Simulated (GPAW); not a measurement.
CoO:

```
CELL_PARAMETERS angstrom
0.00000 2.13150 2.13150
2.13150 0.00000 2.13150
2.13150 2.13150 0.00000
ATOMIC_POSITIONS crystal
Co 0.00000 0.00000 0.00000
O 0.50000 0.50000 0.50000
```

Base run:

```yaml
Program: GPAW 26.7.0
Functional: PBEsol
Potentials_or_basis: PAW data sets generated in the run's folder for this functional
Cutoff: 1040 eV
Basis: pw
k_mesh: 11 × 11 × 11
Occupations: fermi-dirac, width 0.05 eV
Spin: collinear spin, ferromagnetic start
Starting_moments: "[2.0, 0.0] μB"
Hubbard_terms: Co d U = 3.5 eV
```

Its results: band gap on the k mesh none (metal or under the smearing width); pressure -7.3 GPa; net moment 3.00 μB per cell; site moments Co +2.69; O +0.19 μB.

The run is repeated on the same cell with these changes: cutoff from 1040 eV to 800 eV; hubbard terms from Co d U = 3.5 eV to none. What comes out?

Band gap on the k mesh none (metal or under the smearing width); pressure -10.0 GPa; net moment 2.96 μB per cell; site moments Co +2.53; O +0.25 μB.

Caveats: a cell with one magnetic atom can't hold antiferromagnetic order, which such compounds often take; semilocal functionals often make such compounds metallic where correlation or magnetic order opens a gap, which also shifts bond lengths (some runs).

Not every run made on this cell is shown here.
